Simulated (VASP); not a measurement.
A run of VASP 6.6.1 is set up as follows.

Contents of POSCAR:

```
PbSe
1.0
    0.0000000000      3.0606500000      3.0606500000
    3.0606500000      0.0000000000      3.0606500000
    3.0606500000      3.0606500000      0.0000000000
Pb Se
1 1
Direct
    0.0000000000      0.0000000000      0.0000000000
    0.5000000000      0.5000000000      0.5000000000
```

Contents of INCAR.step1:

```
PREC = Accurate ; ENCUT = 520
EDIFF = 1E-5 ; ISMEAR = -1
SIGMA = 0.05 ; LREAL = False
LASPH = True ; NELM = 60
ALGO = Normal ; ISIF = 2
LWAVE = True ; LCHARG = False
NBANDS = 17 ; GGA = PE
```

INCAR.step2

```
PREC = Accurate ; ENCUT = 520
EDIFF = 1E-6 ; ISMEAR = -1
SIGMA = 0.05 ; LREAL = False
LASPH = True ; NELM = 60
ALGO = Normal ; ISIF = 2
LWAVE = False ; LCHARG = False
METAGGA = SCAN ; LHFCALC = True
AEXX = 0.25 ; LMIXTAU = True
PRECFOCK = Fast ; HFRCUT = -1
NBANDS = 17 ; ISTART = 1
```

KPOINTS

```
regular mesh
0
Gamma
  4 4 4
```

File KPOINTS_OPT:

```
path GXWKGLUWLK,UX
8
line-mode
reciprocal
 0.0000000000  0.0000000000  0.0000000000  G
 0.5000000000  0.0000000000  0.5000000000  X

 0.5000000000  0.0000000000  0.5000000000  X
 0.5000000000  0.2500000000  0.7500000000  W

 0.5000000000  0.2500000000  0.7500000000  W
 0.3750000000  0.3750000000  0.7500000000  K

 0.3750000000  0.3750000000  0.7500000000  K
 0.0000000000  0.0000000000  0.0000000000  G

 0.0000000000  0.0000000000  0.0000000000  G
 0.5000000000  0.5000000000  0.5000000000  L

 0.5000000000  0.5000000000  0.5000000000  L
 0.6250000000  0.2500000000  0.6250000000  U

 0.6250000000  0.2500000000  0.6250000000  U
 0.5000000000  0.2500000000  0.7500000000  W

 0.5000000000  0.2500000000  0.7500000000  W
 0.5000000000  0.5000000000  0.5000000000  L

 0.5000000000  0.5000000000  0.5000000000  L
 0.3750000000  0.3750000000  0.7500000000  K

 0.6250000000  0.2500000000  0.6250000000  U
 0.5000000000  0.0000000000  0.5000000000  X
```

Potentials or basis: VASP PAW PBE potentials, release 64 (Pb_d, Se).

Run with:

```bash
$ cat potpaw_PBE.64/Pb_d/POTCAR potpaw_PBE.64/Se/POTCAR > POTCAR
$ cp INCAR.step1 INCAR
$ mpirun -np 1 vasp_std > vasp.out
$ cp INCAR.step2 INCAR
$ mpirun -np 1 vasp_std > vasp.out
```

Problem. Estimate the band gap on the k mesh.

Solution. 1.47 eV, direct.

Problem. Predict the pressure.

Solution. 0.6 GPa.

Problem. Predict the band gap along the path.

Solution. 1.47 eV, direct.

Levels at the corners of the path, in eV from the valence-band top:
| point | band 6 | band 7 | band 8 | band 9 | band 10 | band 11 | band 12 | band 13 | band 14 | band 15 |
| --- | --- | --- | --- | --- | --- | --- | --- | --- | --- | --- |
| Γ | -15.55 | -6.97 | -2.32 | -2.32 | -2.32 | 6.26 | 6.26 | 6.26 | 8.25 | 8.25 |
| X | -13.86 | -8.31 | -5.77 | -3.83 | -3.83 | 5.14 | 7.30 | 7.30 | 7.84 | 13.44 |
| X | -13.86 | -8.31 | -5.77 | -3.83 | -3.83 | 5.14 | 7.30 | 7.30 | 7.84 | 13.44 |
| W | -13.81 | -9.09 | -4.92 | -4.92 | -0.97 | 3.11 | 6.58 | 6.58 | 9.51 | 9.51 |
| W | -13.81 | -9.09 | -4.92 | -4.92 | -0.97 | 3.11 | 6.58 | 6.58 | 9.51 | 9.51 |
| K | -13.86 | -9.11 | -5.29 | -3.25 | -2.78 | 4.85 | 5.47 | 7.14 | 7.47 | 12.14 |
| K | -13.86 | -9.11 | -5.29 | -3.25 | -2.78 | 4.85 | 5.47 | 7.14 | 7.47 | 12.14 |
| Γ | -15.55 | -6.97 | -2.32 | -2.32 | -2.32 | 6.26 | 6.26 | 6.26 | 8.25 | 8.25 |
| Γ | -15.55 | -6.97 | -2.32 | -2.32 | -2.32 | 6.26 | 6.26 | 6.26 | 8.25 | 8.25 |
| L | -14.30 | -10.03 | -1.81 | -1.81 | 0.00 | 1.47 | 2.86 | 2.86 | 10.42 | 12.04 |
| L | -14.30 | -10.03 | -1.81 | -1.81 | 0.00 | 1.47 | 2.86 | 2.86 | 10.42 | 12.04 |
| U | -13.86 | -9.11 | -5.29 | -3.25 | -2.78 | 4.85 | 5.47 | 7.14 | 7.47 | 12.14 |
| U | -13.86 | -9.11 | -5.29 | -3.25 | -2.78 | 4.85 | 5.47 | 7.14 | 7.47 | 12.14 |
| W | -13.81 | -9.09 | -4.92 | -4.92 | -0.97 | 3.11 | 6.58 | 6.58 | 9.51 | 9.51 |
| W | -13.81 | -9.09 | -4.92 | -4.92 | -0.97 | 3.11 | 6.58 | 6.58 | 9.51 | 9.51 |
| L | -14.30 | -10.03 | -1.81 | -1.81 | 0.00 | 1.47 | 2.86 | 2.86 | 10.42 | 12.04 |
| L | -14.30 | -10.03 | -1.81 | -1.81 | 0.00 | 1.47 | 2.86 | 2.86 | 10.42 | 12.04 |
| K | -13.86 | -9.11 | -5.29 | -3.25 | -2.78 | 4.85 | 5.47 | 7.14 | 7.47 | 12.14 |
| U | -13.86 | -9.11 | -5.29 | -3.25 | -2.78 | 4.85 | 5.47 | 7.14 | 7.47 | 12.14 |
| X | -13.86 | -8.31 | -5.77 | -3.83 | -3.83 | 5.14 | 7.30 | 7.30 | 7.84 | 13.44 |

Caveat: the k mesh is coarse (spacing up to 0.44 Å⁻¹), so the values aren't converged, least of all with exact exchange; the PAW data sets were made with another functional, which shifts forces and pressure a little; spin-orbit coupling is left out, which as a rule narrows the gap of such compounds by several tenths of an eV.
